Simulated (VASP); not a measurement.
# Si (Fd-3m) in VASP: notebook, part 2 of 2

VASP 6.6.1.

## 3. Relaxation of cell and atoms, LDA

Input file INCAR:

```
SYSTEM = Si
PREC = Accurate
ENCUT = 600
EDIFF = 1E-6
ISMEAR = 0
SIGMA = 0.02
LREAL = .FALSE.
LASPH = .TRUE.
NELM = 100
ALGO = Fast
ISIF = 3
LWAVE = .FALSE.
LCHARG = .FALSE.
GGA = CA
IBRION = 2
NSW = 100
EDIFFG = -0.002
```

Input file KPOINTS:

```
regular mesh
0
G
  12 12 12
  0 0 0
```

Input file POSCAR:

```
Si
1.0
    0.0000000000      2.7009713491      2.7009713491
    2.7009713491      0.0000000000      2.7009713491
    2.7009713491      2.7009713491      0.0000000000
Si
2
Direct
    0.0000000000      0.0000000000      0.0000000000
    0.2500000000      0.2500000000      0.2500000000
```

Potentials or basis: VASP PAW LDA potentials, release 64 (Si).

Run with:

```sh
$ cat potpaw_LDA.64/Si/POTCAR > POTCAR
$ mpirun -np 1 vasp_std > vasp.out
```

OUTCAR:

```text
SYSTEM = Si
   PREC = Accurate
   ENCUT = 600
   EDIFF = 1E-6
   ISMEAR = 0
   LREAL = .FALSE.
   LASPH = .TRUE.
   NELM = 100
   ISIF = 3
   GGA = CA
   IBRION = 2
   NSW = 100
   EDIFFG = -0.002

 ion  position               nearest neighbor table
   1  0.000  0.000  0.000-   2 2.34   2 2.34   2 2.34   2 2.34
   2  0.250  0.250  0.250-   1 2.34   1 2.34   1 2.34   1 2.34

  LATTYP: Found a face centered cubic cell.
 ALAT       =     5.4019426982

  Lattice vectors:

 A1 = (   0.0000000000,   2.7009713491,   2.7009713491)
 A2 = (   2.7009713491,   0.0000000000,   2.7009713491)
 A3 = (   2.7009713491,   2.7009713491,   0.0000000000)

Analysis of symmetry for initial positions (statically):
=====================================================================
 Subroutine PRICEL returns:
 Original cell was already a primitive cell.

 Routine SETGRP: Setting up the symmetry group for a
 face centered cubic supercell.

 Subroutine GETGRP returns: Found 48 space group operations
 (whereof 24 operations were pure point group operations)
 out of a pool of 48 trial point group operations.

The static configuration has the point symmetry T_d .
 The point group associated with its full space group is O_h .
[... 174 lines left out ...]
  in kB        0.5495641      0.5495641      0.5495641      0.0000000      0.0000000      0.0000000
  external PRESSURE =       0.5495641 kB  Pullay stress =       0.0000000 kB
[... 59 lines left out ...]
--------------------------------------- Ionic step        3  -------------------------------------------

 number of electron       7.9999999 magnetization

 Free energy of the ion-electron system (eV)
  ---------------------------------------------------
  ext. energy  EPLUGINS =         0.00000000
  ---------------------------------------------------
  free energy    TOTEN  =       -11.91994858 eV

  energy without entropy =      -11.91994858  energy(sigma->0) =      -11.91994858

 E-fermi :   6.0132     XC(G=0):  -9.6634

 val. band max:        5.9277377838   @ k =   0.0000   0.0000   0.0000
 cond. band min:       6.3704625078   @ k =   0.4167   0.4167   0.0000
 fundamental gap:      0.4427247240
 Fermi energy:         6.0131717980

 k-point     1 :       0.0000    0.0000    0.0000
  band No.  band energies     occupation
      1      -6.1349      2.00000
      2       5.9277      2.00000
      3       5.9277      2.00000
      4       5.9277      2.00000
      5       8.4583      0.00000
      6       8.4583      0.00000
      7       8.4583      0.00000
      8       9.3136      0.00000
[... 243 lines left out ...]
 k-point    24 :      -0.4167    0.1667    0.0000
  band No.  band energies     occupation
      1      -3.4819      2.00000
      2      -0.9147      2.00000
      3       2.8836      2.00000
      4       4.3158      2.00000
      5       8.0357      0.00000
      6       9.9451      0.00000
      7      10.2844      0.00000
      8      13.8589      0.00000

 [... further k-points ...]

------------------------ aborting loop because EDIFF is reached ----------------------------------------

  FORCE on cell =-STRESS in cart. coord.  units (eV):
  Direction    XX          YY          ZZ          XY          YZ          ZX
  --------------------------------------------------------------------------------------
  -------------------------------------------------------------------------------------
  Total       -0.0039810     -0.0039810     -0.0039810      0.0000000      0.0000000      0.0000000
  in kB       -0.1617580     -0.1617580     -0.1617580      0.0000000      0.0000000      0.0000000
  external PRESSURE =      -0.1617580 kB  Pullay stress =       0.0000000 kB
[... 17 lines left out ...]
  FREE ENERGIE OF THE ION-ELECTRON SYSTEM (eV)
  ---------------------------------------------------
  free  energy   TOTEN  =       -11.9199485802 eV

  energy  without entropy=      -11.9199485802  energy(sigma->0) =      -11.91994858

 reached required accuracy - stopping structural energy minimisation
```

It took 19 s on 1 thread of Intel Xeon Platinum 8375C at 2.90GHz (Ice Lake), shared host; peak memory 0.16 GiB.

What came out:

| Item | Value |
| --- | --- |
| Free energy | -11.9199 eV |
| Relaxed volume | 19.72 Å³/atom |
| Relaxed cell | a = 3.820 Å, b = 3.820 Å, c = 3.820 Å, α = 60.00°, β = 60.00°, γ = 60.00° |
| Space group after relaxing (to 0.05 Å) | Fd-3m (No. 227) |
| Energy gained by relaxing | 0.0 meV/atom |
| Ionic steps | 3 |
| Pressure after relaxing | 0.0 GPa |
| Band gap on the k mesh | 0.44 eV, indirect (least direct gap 2.53 eV) |

Final structure:
```
Si
1.0
     0.00000    2.70148    2.70148
     2.70148    0.00000    2.70148
     2.70148    2.70148    0.00000
Si
2
Direct
  0.00000 0.00000 0.00000
  0.25000 0.25000 0.25000
```

A k mesh can miss the band edges. Expect the measured gap to be larger: semilocal functionals such as LDA lack the derivative discontinuity.

## 4. Single point, LDA

Input file INCAR:

```
ALGO = Fast
EDIFF = 1E-6
ENCUT = 520
ISIF = 2
ISMEAR = 0
LASPH = True
LCHARG = False
LREAL = False
LWAVE = False
NBANDS = 11
NELM = 100
PREC = Accurate
SIGMA = 0.02
```

Input file KPOINTS:

```
k-points
0
Gamma
  8 8 8
```

POSCAR is that of step 3.

Run with:

```sh
$ cat potpaw_LDA.64/Si/POTCAR > POTCAR
$ mpirun -np 1 vasp_std > vasp.out
```

It took 7.6 s on 1 thread of Intel Xeon Platinum 8375C at 2.90GHz (Ice Lake), shared host; peak memory 0.13 GiB.

The run converged. Its results:

* Free energy: -11.9156 eV
* Pressure: 0.0 GPa
* Band gap on the k mesh: 0.49 eV, indirect (least direct gap 2.53 eV)

Levels at points of the mesh, in eV from the valence-band top:
```tsv
k point	band 1	band 2	band 3	band 4	band 5	band 6	band 7	band 8
(0.00, 0.00, 0.00)	-12.07	0.00	0.00	0.00	2.53	2.53	2.53	3.39
(0.50, 0.00, 0.00)	-9.69	-7.07	-1.21	-1.21	1.49	3.28	3.28	7.54
(0.50, 0.50, 0.00)	-7.87	-7.87	-2.90	-2.90	0.57	0.57	10.11	10.11
```

A k mesh can miss the band edges.

## 5. Relaxation of cell and atoms, LDA

This run uses another cell than the first one, of 20.16 Å³/atom, 1.023 times its volume.

Input file INCAR:

```
SYSTEM = Si
PREC = Accurate
ENCUT = 600
EDIFF = 1E-6
ISMEAR = 0
SIGMA = 0.02
LREAL = .False.
LASPH = .True.
NELM = 100
ALGO = Fast
ISIF = 3
LWAVE = .False.
LCHARG = .False.
GGA = CA
IBRION = 2
NSW = 100
EDIFFG = -0.002
```

Input file KPOINTS:

```
regular mesh
0
Gamma
  8 8 8
  0 0 0
```

Input file POSCAR:

```
Si
1.0
    0.0000000000      2.7218511900      2.7218511900
    2.7218511900      0.0000000000      2.7218511900
    2.7218511900      2.7218511900      0.0000000000
Si
2
Direct
    0.0000000000      0.0000000000      0.0000000000
    0.2500000000      0.2500000000      0.2500000000
```

Run with:

```sh
$ cat potpaw_LDA.64/Si/POTCAR > POTCAR
$ mpirun -np 1 vasp_std > vasp.out
```

Wall time 11 s (1 thread of Intel Xeon Platinum 8375C at 2.90GHz (Ice Lake), shared host); peak memory 0.15 GiB.

It converged, with:

```
Free energy                            : -11.9158 eV
Relaxed volume                         : 19.72 Å³/atom
Relaxed cell                           : a = 3.821 Å, b = 3.821 Å, c = 3.821 Å, α = 60.00°, β = 60.00°, γ = 60.00°
Space group after relaxing (to 0.05 Å) : Fd-3m (No. 227)
Energy gained by relaxing              : 3.0 meV/atom
Ionic steps                            : 3
Pressure after relaxing                : 0.0 GPa
Band gap on the k mesh                 : 0.49 eV, indirect (least direct gap 2.53 eV)
```

Step by step:
| step | energy change (eV) | largest force (eV/Å) | pressure (GPa) | volume (Å³) |
| --- | --- | --- | --- | --- |
| 1 | 0.0000 | 0.0000 | -2.07 | 40.33 |
| 2 | -0.0030 | 0.0000 | 1.54 | 38.83 |
| 3 | -0.0059 | 0.0000 | 0.00 | 39.44 |

Final structure:
```yaml
crystal:
  lattice:
    - [0.00000, 2.70158, 2.70158]
    - [2.70158, 0.00000, 2.70158]
    - [2.70158, 2.70158, 0.00000]
  atoms:
    - { symbol: Si, position: [0.00000, 0.00000, 0.00000] }
    - { symbol: Si, position: [0.25000, 0.25000, 0.25000] }
```

Levels at points of the mesh, in eV from the valence-band top:
```
           k point  band 1  band 2  band 3  band 4  band 5  band 6  band 7  band 8
(0.00, 0.00, 0.00)  -12.06    0.00    0.00    0.00    2.53    2.53    2.53    3.38
(0.50, 0.00, 0.00)   -9.69   -7.06   -1.21   -1.21    1.48    3.28    3.28    7.54
(0.50, 0.50, 0.00)   -7.86   -7.86   -2.89   -2.89    0.57    0.57   10.11   10.11
```

A k mesh can miss the band edges. LDA gaps usually lie below the measured ones, often by a third to a half.

## 6. The runs side by side

| task | cell | k mesh | cutoff (eV) | gap on the mesh (eV) | pressure (GPa) | relaxed volume (Å³/atom) |
| --- | --- | --- | --- | --- | --- | --- |
| single point | Fd-3m, 19.7 Å³/atom | 12 × 12 × 12 | 520 | 0.44 | 0.0 | - |
| relaxation of cell and atoms | relaxed | 12 × 12 × 12 | 600 | 0.44 | 0.0 | 19.72 |
| single point | Fd-3m, 19.7 Å³/atom | 8 × 8 × 8 | 520 | 0.49 | 0.0 | - |
| relaxation of cell and atoms | relaxed | 8 × 8 × 8 | 600 | 0.49 | 0.0 | 19.72 |

Alike in all rows: level LDA; potentials or basis VASP PAW LDA potentials, release 64 (Si); no spin polarisation; smearing gaussian 0.02 eV.

Absolute energies hang on the potentials; compare differences alone.
